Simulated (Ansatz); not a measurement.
A calculation with Ansatz 0.2.0 of Sr (ASE script, structure from a CIF):

run.py

```python
import json

import ase.io
import numpy as np

import ansatz as az

atoms = ase.io.read("Sr.cif")
atoms.info.pop("occupancy", None)
atoms.set_initial_magnetic_moments([0.49, -0.54])

calculation = (
    az.Crystal.from_ase(atoms)
    .calculation()
    .kpoints(4, 4, 4)
    .functional(exchange="rpw86", correlation="pbe")
    .pseudopotentials(kind="paw", source="jth")
    .spin("collinear")
    .scf(extra_bands=6)
    .occupations(method="fermi_dirac", width=0.05)
    .density_of_states(energy_step=0.05, projected=False, nscf_kmesh=(6, 6, 6))
    .forces()
    .stress()
    .band_table(publish=True)
)
outcome = calculation.run(threads=2, events_out="events.jsonl")

report = outcome.report
for line in open("events.jsonl"):
    event = json.loads(line)
    if event["event"] == "scf_iter":
        d = event["data"]
        print(f"SCF {d['iter']:3d}  HF = {d['harris_foulkes_ev']:.6f} eV  dr2 = {d['dr2_ev']:.2e} eV")
    elif event["event"] in ("relax_step", "md_step"):
        d = event["data"]
        print(f"{event['event']} {d['step']:3d}  E = {d['lagrangian_ev']:.6f} eV")
np.set_printoptions(precision=5, suppress=True, linewidth=110)
print("converged:", report["converged"], "after", report["n_iterations"], "iterations")
print(f"free energy {report['free_energy_ev']:.6f} eV, Fermi level {report['fermi_energy_ev']:.4f} eV")
for key in ("band_edges_ev", "magnetization_mub", "site_moments_mub", "site_moments_nc_mub", "forces_ev_ang",
                "stress_gpa"):
    if report.get(key) is not None:
        print(key, np.array(report[key]), sep="\n")
```

Contents of Sr.cif:

```cif
data_Sr
_cell_length_a 4.87000000
_cell_length_b 4.87000000
_cell_length_c 4.87000000
_cell_angle_alpha 90.00000000
_cell_angle_beta 90.00000000
_cell_angle_gamma 90.00000000
_space_group_name_H-M_alt 'Im-3m'
_space_group_name_Hall '-I 4 2 3'
_space_group_IT_number 229
loop_
_space_group_symop_operation_xyz
'x,y,z'
'-x,-y,-z'
'-y,x,z'
'y,-x,-z'
'-x,-y,z'
'x,y,-z'
'y,-x,z'
'-y,x,-z'
'x,-y,-z'
'-x,y,z'
'-y,-x,-z'
'y,x,z'
'-x,y,-z'
'x,-y,z'
'y,x,-z'
'-y,-x,z'
'z,x,y'
'-z,-x,-y'
'z,-y,x'
'-z,y,-x'
'z,-x,-y'
'-z,x,y'
'z,y,-x'
'-z,-y,x'
'-z,x,-y'
'z,-x,y'
'-z,-y,-x'
'z,y,x'
'-z,-x,y'
'z,x,-y'
'-z,y,x'
'z,-y,-x'
'y,z,x'
'-y,-z,-x'
'x,z,-y'
'-x,-z,y'
'-y,z,-x'
'y,-z,x'
'-x,z,y'
'x,-z,-y'
'-y,-z,x'
'y,z,-x'
'-x,-z,-y'
'x,z,y'
'y,-z,-x'
'-y,z,x'
'x,-z,y'
'-x,z,-y'
'x+1/2,y+1/2,z+1/2'
'-x+1/2,-y+1/2,-z+1/2'
'-y+1/2,x+1/2,z+1/2'
'y+1/2,-x+1/2,-z+1/2'
'-x+1/2,-y+1/2,z+1/2'
'x+1/2,y+1/2,-z+1/2'
'y+1/2,-x+1/2,z+1/2'
'-y+1/2,x+1/2,-z+1/2'
'x+1/2,-y+1/2,-z+1/2'
'-x+1/2,y+1/2,z+1/2'
'-y+1/2,-x+1/2,-z+1/2'
'y+1/2,x+1/2,z+1/2'
'-x+1/2,y+1/2,-z+1/2'
'x+1/2,-y+1/2,z+1/2'
'y+1/2,x+1/2,-z+1/2'
'-y+1/2,-x+1/2,z+1/2'
'z+1/2,x+1/2,y+1/2'
'-z+1/2,-x+1/2,-y+1/2'
'z+1/2,-y+1/2,x+1/2'
'-z+1/2,y+1/2,-x+1/2'
'z+1/2,-x+1/2,-y+1/2'
'-z+1/2,x+1/2,y+1/2'
'z+1/2,y+1/2,-x+1/2'
'-z+1/2,-y+1/2,x+1/2'
'-z+1/2,x+1/2,-y+1/2'
'z+1/2,-x+1/2,y+1/2'
'-z+1/2,-y+1/2,-x+1/2'
'z+1/2,y+1/2,x+1/2'
'-z+1/2,-x+1/2,y+1/2'
'z+1/2,x+1/2,-y+1/2'
'-z+1/2,y+1/2,x+1/2'
'z+1/2,-y+1/2,-x+1/2'
'y+1/2,z+1/2,x+1/2'
'-y+1/2,-z+1/2,-x+1/2'
'x+1/2,z+1/2,-y+1/2'
'-x+1/2,-z+1/2,y+1/2'
'-y+1/2,z+1/2,-x+1/2'
'y+1/2,-z+1/2,x+1/2'
'-x+1/2,z+1/2,y+1/2'
'x+1/2,-z+1/2,-y+1/2'
'-y+1/2,-z+1/2,x+1/2'
'y+1/2,z+1/2,-x+1/2'
'-x+1/2,-z+1/2,-y+1/2'
'x+1/2,z+1/2,y+1/2'
'y+1/2,-z+1/2,-x+1/2'
'-y+1/2,z+1/2,x+1/2'
'x+1/2,-z+1/2,y+1/2'
'-x+1/2,z+1/2,-y+1/2'
loop_
_atom_site_label
_atom_site_type_symbol
_atom_site_symmetry_multiplicity
_atom_site_Wyckoff_symbol
_atom_site_fract_x
_atom_site_fract_y
_atom_site_fract_z
_atom_site_occupancy
Sr1 Sr 2 a 0.0000000000 0.0000000000 0.0000000000 1
```

Potentials or basis: JTH PAW.

Run with:

```sh
$ python run.py
```

This isn't the form of Sr at room conditions, which is fcc.

Problem. Write the same calculation in another form: native input, structure typed inline.

Solution. As run:

The input input.yaml:

```yaml
crystal:
  lattice:
    - [4.87, 0.0, 0.0]
    - [0.0, 4.87, 0.0]
    - [0.0, 0.0, 4.87]
  atoms:
    - { symbol: Sr, position: [0.0, 0.0, 0.0], spin: 0.49 }
    - { symbol: Sr, position: [0.5, 0.5, 0.5], spin: -0.54 }
hamiltonian:
  xc: { exchange: rpw86, correlation: pbe }
  pseudopotentials: { kind: paw, source: jth }
magnetization:
  spin_polarized: true
kpoints:
  mp_grid: { grid: [4, 4, 4] }
scf:
  occupations: { method: fermi_dirac, width: 0.05 }
  n_extra_bands: 6
output:
  forces: true
  stress: true
  eigenvalues: true
  dos: { projected: false, de: 0.05, nscf_kmesh: { grid: [6, 6, 6] } }
```

Potentials or basis: JTH PAW.

The run is started by

```sh
$ ansatz run input.yaml --threads 2 --pin off --max-ram 5120MiB --backend cpu --events-out ev --progress --plain --runs-dir out
```

Both were run:

|  | ASE script, structure from a CIF | native input, structure typed inline |
| --- | --- | --- |
| Pressure | -0.9 GPa | -0.9 GPa |
| Band gap on the k mesh | none (metal or under the smearing width) | none (metal or under the smearing width) |
| Net moment | 0.00 μB per cell | 0.00 μB per cell |
| Absolute moment | 0.00 μB per cell | 0.00 μB per cell |
| Density of states at the Fermi level | 1.30 states/eV per cell | 1.30 states/eV per cell |

Keys that steer only the numerical path or the files written may differ.

Caveat: the cell was measured hot, at 901 K; the starting moments weren't kept.
